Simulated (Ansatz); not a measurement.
From the elastic tensor of Rh at 8 GPa (stress–strain coefficients) to moduli and sound speeds

Method: DFT PBE, scalar-relativistic, plane waves, PAW (Ansatz 0.2.0). Settings: 420 eV plane-wave cutoff, Γ-centred 18×18×10 mesh, Fermi-Dirac smearing of 0.15 eV. No spin polarisation.

Symmetry: P6_3/mmc, No. 194, hexagonal system. Conventional cell: a = 2.701 Å, b = 2.701 Å, c = 4.352 Å, α = 90.00°, β = 90.00°, γ = 120.00°. Rh (site symmetry -6m2) is surrounded by 12 Rh at 2.68 to 2.70 Å.

In a metal, frequencies and elastic constants depend on the k mesh and the smearing, soft modes and shear constants most. Other phases may be more stable at this pressure.

Relaxed-ion constants (GPa, on the Cartesian axes of the calculation):
```
471.9 187.1 200.0   0.0   0.0   0.0
187.1 471.9 200.0   0.0   0.0   0.0
200.1 200.1 486.4   0.0   0.0   0.0
  0.0   0.0   0.0  79.3   0.0   0.0
  0.0   0.0   0.0   0.0  79.3   0.0
  0.0   0.0   0.0   0.0   0.0 142.4
```

Density 12.433 g/cm³; 2 atoms in 27.49 Å³.

The values that follow are for a polycrystal of randomly turned grains, by Hill's mean where one number stands.

| Property | Result |
| --- | --- |
| Bulk modulus, Voigt / Reuss / Hill | 289.4 / 289.2 / 289.3 GPa |
| Shear modulus, Voigt / Reuss / Hill | 116.4 / 107.5 / 112.0 GPa |
| Young's modulus | 298 GPa |
| Poisson ratio | 0.329 |
| Pugh ratio B/G | 2.58 |
| Universal anisotropy index | 0.41 |
| Longitudinal and transverse sound speeds | 5940 and 3001 m/s |
| Debye temperature from the mean sound speed | 418 K |

This form isn't the element's structure at ambient conditions.

Cost: 1 run of about 4.4 core-minutes, on AMD EPYC 9R45 (Zen 5) (shared hosts).

Hexagonal rhodium resists compression strongly and almost equally in all directions, as the near-coincidence of the Voigt and Reuss bulk moduli shows. The anisotropy lies in shear: sliding the close-packed planes over one another meets only 79.3 GPa, against 142.4 GPa for distortion within them. The high bulk modulus is typical of a late 4d metal whose partly filled d band still provides strong cohesion. The soft interlayer shear can't come from weak bonding between layers, since the stiffness along c slightly exceeds that in the plane. It more probably reflects angular d-band forces and a band filling that favours cubic stacking.

Cubic rhodium is known for a distinctly higher shear modulus and a lower Poisson ratio, so the values here shouldn't be carried over to the ordinary metal. The Pugh ratio suggests ductility but says nothing about available slip systems or work hardening. The tensor meets the elastic stability conditions for homogeneous strain, which doesn't exclude phonon instabilities at finite wavevector.
